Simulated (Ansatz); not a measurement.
A surface is cut from this relaxed crystal of MoP:

```cif
data_structure
_symmetry_space_group_name_H-M 'P-6m2'
_symmetry_Int_Tables_number 187
_cell_length_a 3.2068
_cell_length_b 3.2068
_cell_length_c 3.1733
_cell_angle_alpha 90.000
_cell_angle_beta 90.000
_cell_angle_gamma 120.000
_cell_volume 28.26
loop_
_atom_site_label
_atom_site_type_symbol
_atom_site_symmetry_multiplicity
_atom_site_Wyckoff_symbol
_atom_site_fract_x
_atom_site_fract_y
_atom_site_fract_z
_atom_site_occupancy
Mo1 Mo 1 a 0.00000 0.00000 0.00000 1
P1 P 1 d 0.33333 0.66667 0.50000 1
```

Miller indices refer to the conventional cell of P-6m2 (No. 187), a = 3.207 Å, b = 3.207 Å, c = 3.173 Å, α = 90.00°, β = 90.00°, γ = 120.00°.

The (100) slab of 8 planes, 10.2 Å thick with 15 Å of vacuum as cut; outer planes Mo (top) and P (bottom).

These are results of DFT PBEsol, scalar-relativistic, plane waves, PAW (Ansatz), not measurements. Cutoff 420 eV; k points 11×11×1 on the computed 8-atom cell (Γ-centred); Gaussian smearing, width 0.10 eV; no spin polarisation. The cell repeats along c with a dipole correction in the vacuum.

With the atoms at the bulk's places:

| Property | Result |
| --- | --- |
| Surface energy (mean of both faces) | 4.45 J/m² |
| Work function | 4.40 eV (top), 5.98 eV (bottom) |
| Dipole of the slab along +c, per cell | 0.09 e·Å |

Q: What changes when all atoms relax within this surface cell and its symmetry?

A: The energy falls by 0.172 J/m² a face, and the largest move is 0.14 Å.

| Quantity | Value |
| --- | --- |
| Surface energy (mean of both faces) | 4.28 J/m² |
| Work function | 4.24 eV (top), 5.98 eV (bottom) |
| Dipole of the slab along +c, per cell | 0.10 e·Å |

```
plane (bottom to top) atoms spacing to next, bulk (Å) relaxed (Å) change (%)
                    1      P                      1.851        1.870        +1.0
                    2     Mo                      0.926        0.909        -1.8
                    3      P                      1.851        1.851         0.0
                    4     Mo                      0.926        0.941        +1.6
                    5      P                      1.851        1.850        -0.1
                    6     Mo                      0.926        0.955        +3.1
                    7      P                      1.851        1.658       -10.5
                    8     Mo
```